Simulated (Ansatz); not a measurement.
Relativity in Fe

```
Fe
1.0
     0.00000    1.82778    1.82778
     1.82778    0.00000    1.82778
     1.82778    1.82778    0.00000
Fe
1
Cartesian
  0.0000 0.0000 0.0000
```

The cell is the one relaxed in the Materials Project (mp-150), not relaxed further here; entries there can be hypothetical.

Other magnetic orders may lie lower; this is the state that the run reached.

One fixed cell is solved with PBE by LAPW (all electrons) in Ansatz 0.2.0 under different relativistic treatments. Pressure is positive in compression.

Numerical set-up: a Γ-centred 17×17×17 k mesh, Fermi–Dirac smearing of 0.03 eV, basis error target 0.25 meV/atom, spin-polarised from start moments Fe 3 μB.

| setting | P (GPa) | lowest level at Γ above −25 eV, from the valence-band top or, without a gap, the Fermi level (eV) |
| --- | --- | --- |
| scalar-relativistic | ? | -8.40 |
| non-relativistic | 0.59 | ? |
| with spin–orbit coupling | -1.94 | -8.40 |

(1) Fill in "lowest level at Γ above −25 eV, from the valence-band top or, without a gap, the Fermi level (eV)" for the row "non-relativistic".

(2) Give the missing entry: row "scalar-relativistic", column "P (GPa)".

Results:

(1) -8.10.

(2) -1.87.
